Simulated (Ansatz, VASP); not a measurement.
## ZnCu: VASP beside Ansatz

INCAR

```
PREC = Accurate ; ENCUT = 520
EDIFF = 1E-6 ; ISMEAR = -1
SIGMA = 0.05 ; LREAL = False
LASPH = True ; NELM = 80
ALGO = Normal ; ISIF = 2
LWAVE = False ; LCHARG = False
GGA = CA ; NBANDS = 18
```

The input KPOINTS:

```
Automatic mesh
0
Gamma
  9 9 9
```

The input POSCAR:

```
ZnCu
1.0
    2.9450000000      0.0000000000      0.0000000000
    0.0000000000      2.9450000000      0.0000000000
    0.0000000000      0.0000000000      2.9450000000
Zn Cu
1 1
Direct
    0.5000000000      0.5000000000      0.5000000000
    0.0000000000      0.0000000000      0.0000000000
```

input.yaml

```yaml
crystal:
  lattice:
    - [2.945, 0.0, 0.0]
    - [0.0, 2.945, 0.0]
    - [0.0, 0.0, 2.945]
  atoms:
    - { symbol: Zn, position: [0.5, 0.5, 0.5] }
    - { symbol: Cu, position: [0.0, 0.0, 0.0] }
kpoints:
  mp_grid: { grid: [9, 9, 9] }
  band_path:
    path:
      - [0.0, 0.0, 0.0]
      - [0.0, 0.5, 0.0]
      - [0.5, 0.5, 0.0]
      - [0.0, 0.0, 0.0]
      - [0.5, 0.5, 0.5]
      - [0.0, 0.5, 0.0]
    npoints: 6
scf:
  occupations: { method: fermi_dirac, width: 0.05 }
hamiltonian:
  xc: lda
  pseudopotentials: { kind: all_electron, lapw: { basis_error: 0.001 } }
output:
  forces: true
  stress: true
  eigenvalues: true
```

Alike in both runs: functional LDA; k mesh 9 × 9 × 9; occupations fermi-dirac, width 0.05 eV; no spin polarisation.

```csv
,VASP,Ansatz
version,VASP 6.6.1,Ansatz 0.2.0
potentials or method,"VASP PAW LDA potentials, release 64 (Zn, Cu)","all-electron LAPW, scalar-relativistic"
plane-wave cutoff (eV),520,see its input
task,single point,band structure
```

|  | VASP | Ansatz | Ansatz less VASP |
| --- | --- | --- | --- |
| gap on the k mesh at the Fermi level (eV) | none | none | - |
| pressure (GPa) | -8.8 | -9.6 | -0.88 |

A gap of «none» marks a metal or a gap that the smearing closes. Ansatz ran all-electron here, so the differences hold the error of VASP's frozen core and of both bases.
